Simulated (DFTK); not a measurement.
The system is Pb.

```
Pb
1.0
     0.00000    2.47502    2.47502
     2.47502    0.00000    2.47502
     2.47502    2.47502    0.00000
Pb
1
Direct
  0.00000 0.00000 0.00000
```

```yaml
Program: DFTK 0.8.2
Task: single point
Functional: PBEsol
Potentials_or_basis: dojo.nc.sr.pbesol.v0_4_1.standard.upf (PBEsol)
Cutoff: 925 eV
k_mesh: 9 × 9 × 9
Occupations: fermi-dirac, width 0.05 eV
Spin: no spin polarisation
```

On this cell: pressure -0.6 GPa; band gap on the k mesh none (metal or under the smearing width).

The same run follows on a disturbed copy (cell strained at random at fixed volume):

```xyz
1
Lattice="-0.0070 2.4697 2.4484 2.4476 -0.0270 2.4684 2.4538 2.4959 -0.0332" Properties=species:S:1:pos:R:3 pbc="T T T"
Pb    0.0581    0.0106   -0.0133
```

Question: What changes?

Answer: The energy (extrapolated to zero smearing) moves by +1.9 meV/atom; pressure -0.6 GPa; band gap on the k mesh none (metal or under the smearing width).

Stress tensor (GPa, compression positive):
```
-0.36 -0.01  0.17
-0.01 -0.74  0.73
 0.17  0.73 -0.57
```
